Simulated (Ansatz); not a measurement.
**CdS: rattling a relaxed structure**

It was reached by relaxing an invented guess, and it needn't be the stable form of this composition.

Computed with DFT PBE, scalar-relativistic, plane waves, PAW in Ansatz. Cutoff 420 eV; k points 6×6×8 on the computed 6-atom cell (Γ-centred); Gaussian smearing, width 0.02 eV; no spin polarisation.

The cell below (6 atoms, space group P3_221 (No. 154)) is relaxed within its symmetry.

```
Cd S
1.0
     6.60373    0.00000    0.00000
    -3.30187    5.71900    0.00000
     0.00000    0.00000    4.00215
Cd S
3 3
Direct
  0.62016 0.00000 0.66667
  0.00000 0.62016 0.33333
  0.37984 0.37984 0.00000
  0.36932 0.00000 0.16667
  0.00000 0.36932 0.83333
  0.63068 0.63068 0.50000
```

For the test a repeat of it with 12 atoms (edges 4.00, 6.60, 11.44 Å) was strained at random (σ = 1.5 % a component), the atoms were moved at random (σ = 0.10 Å), and all was relaxed again on a coarse 4×2×1 mesh (in the run’s order of axes) with 0.10 eV smearing, with no symmetry imposed.

Question: What happens?

Answer: It returns, within 1 meV/atom of the unmoved cell on that mesh and with the same symmetry when read at 0.1 Å (P1 at 0.01 Å, so small strains and shifts remain). So it is stable against the distortions that fit this cell and that this random move excites. Modes that don't fit the cell aren't tested.
